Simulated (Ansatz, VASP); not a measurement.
## BN in VASP and in Ansatz

```xyz
4
Lattice="2.6973 0.0000 0.0000 -1.3487 2.3360 0.0000 0.0000 0.0000 5.7404" Properties=species:S:1:pos:R:3 pbc="T T T"
B     0.0000    1.5573    1.4351
B     1.3487    0.7787    4.3053
N     0.0000    1.5573    4.3053
N     1.3487    0.7787    1.4351
```

Alike in both runs: task single point; functional PBE; dispersion D3(BJ); k mesh 12 × 12 × 4; occupations gaussian, width 0.05 eV; no spin polarisation.

|  | VASP | Ansatz |
| --- | --- | --- |
| version | VASP 6.6.1 | Ansatz 0.2.0 |
| potentials or method | VASP PAW PBE potentials, release 64 (B, N) | scalar-relativistic, plane waves, PAW |
| plane-wave cutoff (eV) | 520 | 420 |
| valence electrons in the cell | 16 | 16 |

VASP gave:

| Quantity | Value |
| --- | --- |
| gap on the k mesh at the Fermi level (eV) | 3.60 |
| least direct gap on the mesh (eV) | 3.92 |

Task: Estimate Ansatz's values.

Result: gap on the k mesh at the Fermi level (eV): 3.60; least direct gap on the mesh (eV): 3.93.

 As with any semilocal functional, this PBE gap is likely too small. A k mesh can miss the band edges.
